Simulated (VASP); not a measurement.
Set up this calculation in VASP 6.6.1, as the native input.

```yaml
Task: single point
Functional: PBE
Potentials_or_basis: VASP PAW PBE potentials, release 64 (B, N)
Cutoff: 520 eV
k_mesh: 12 × 12 × 6
Occupations: gaussian, width 0.05 eV
Spin: no spin polarisation
Dipole_correction: no
Further_INCAR_settings: ALGO = Normal; EDIFF = 1e-07; NBANDS = 16
```

The structure of BN lies in POSCAR:

```
BN
1.0
    2.5411645480      0.0000000000      0.0000000000
   -1.2705822740      2.2007130538      0.0000000000
    0.0000000000      0.0000000000      4.2694105571
B N
2 2
Direct
    0.6666666667      0.3333333333      0.9998064452
    0.3333333333      0.6666666667      0.4998064452
    0.6666666667      0.3333333333      0.6133579732
    0.3333333333      0.6666666667      0.1133579732
```

Measurements of this composition are mostly on another form, of space group No. 194.

The cell isn't the ideal one: shift of N3 along [0 0 1], its symmetry partners moved alike: -0.050 Å in the relaxed cell; c/a of the conventional cell at fixed volume 1.6801.

One way to write it, as run:

INCAR

```
ALGO = Normal
EDIFF = 1E-7
ENCUT = 520
GGA = PE
ISIF = 2
ISMEAR = 0
LASPH = T
LCHARG = T
LELF = T
LREAL = F
LVHAR = T
LWAVE = F
NBANDS = 16
NELM = 100
PREC = Accurate
SIGMA = 0.05
```

KPOINTS

```
k-points
0
Gamma
  12 12 6
```

Potentials or basis: VASP PAW PBE potentials, release 64 (B, N).

Run with:

```sh
$ cat potpaw_PBE.64/B/POTCAR potpaw_PBE.64/N/POTCAR > POTCAR
$ mpirun -np 1 vasp_std > vasp.out
```

Results of the run:

```yaml
Pressure: 2.0 GPa
Largest_force: 0.962 eV/Å
Band_gap_on_the_k_mesh: 5.54 eV, indirect (least direct gap 7.47 eV)
```

Wall time 15 s on 1 thread of Intel(R) Xeon(R) Platinum 8488C (Sapphire Rapids) (shared host), peak memory 0.15 GiB.
